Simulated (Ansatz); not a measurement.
The cell is AlN built on the 4H polytype prototype; cell and atoms were relaxed with r2SCAN. It is hexagonal, P6_3mc (No. 186); conventional cell a = 3.097 Å, c = 10.034 Å, 10.42 Å³ an atom. Around Al lie 4 N at 1.89–1.90 Å; around Al lie 4 N at 1.89 Å; around N lie 4 Al at 1.89–1.90 Å; around N lie 4 Al at 1.89 Å.

```cif
data_structure
_symmetry_space_group_name_H-M 'P6_3mc'
_symmetry_Int_Tables_number 186
_cell_length_a 3.0972
_cell_length_b 3.0972
_cell_length_c 10.0339
_cell_angle_alpha 90.000
_cell_angle_beta 90.000
_cell_angle_gamma 120.000
_cell_volume 83.35
loop_
_atom_site_label
_atom_site_type_symbol
_atom_site_symmetry_multiplicity
_atom_site_Wyckoff_symbol
_atom_site_fract_x
_atom_site_fract_y
_atom_site_fract_z
_atom_site_occupancy
Al1 Al 2 a 0.00000 0.00000 0.99873 1
Al2 Al 2 b 0.33333 0.66667 0.24984 1
N1 N 2 a 0.00000 0.00000 0.18821 1
N2 N 2 b 0.33333 0.66667 0.43822 1
```

3 runs of the PAW code Ansatz on this cell differ in the functional (and in the settings that go with it). Levels are in eV from each run's valence top; v1 is the last filled band, c1 the first empty one.

Run A, mean stress -0.6 GPa (compression positive):

| point | v5 | v3 | v1 | c1 | c2 | c3 |
| --- | --- | --- | --- | --- | --- | --- |
| Γ | -0.38 | -0.10 | 0.00 | 5.57 | 7.83 | 8.13 |
| M | -1.44 | -1.37 | -0.63 | 5.31 | 6.00 | 8.46 |
| K | -2.99 | -1.61 | -0.81 | 7.24 | 7.24 | 8.89 |
| A | -0.63 | -0.20 | -0.20 | 6.55 | 6.55 | 8.55 |

Run B, mean stress -0.1 GPa (compression positive):

| point | v5 | v3 | v1 | c1 | c2 | c3 |
| --- | --- | --- | --- | --- | --- | --- |
| Γ | -0.39 | -0.10 | 0.00 | 6.03 | 8.31 | 8.60 |
| M | -1.44 | -1.36 | -0.63 | 5.80 | 6.49 | 8.94 |
| K | -2.98 | -1.61 | -0.81 | 7.73 | 7.73 | 9.38 |
| A | -0.63 | -0.20 | -0.20 | 7.03 | 7.03 | 9.02 |

Run C, mean stress -0.7 GPa (compression positive):

| point | v5 | v3 | v1 | c1 | c2 | c3 |
| --- | --- | --- | --- | --- | --- | --- |
| Γ | -0.39 | -0.10 | 0.00 | 6.30 | 8.59 | 8.88 |
| M | -1.45 | -1.37 | -0.64 | 6.04 | 6.74 | 9.21 |
| K | -3.01 | -1.62 | -0.82 | 7.99 | 7.99 | 9.66 |
| A | -0.64 | -0.20 | -0.20 | 7.29 | 7.29 | 9.30 |

Question: Match the runs to HSE06, DDH-PBE0, PBE0.

Answer: A is HSE06, B is DDH-PBE0, C is PBE0. In order of the gap: HSE06 5.31, DDH-PBE0 5.80, PBE0 6.04 eV.

Note: simulated data, non-magnetic, for a generated structure that need not be the stable one.

The stress of a hybrid is loosely converged in these runs.

The meshes of the hybrids are coarse, so their gaps aren't converged to the digits shown.
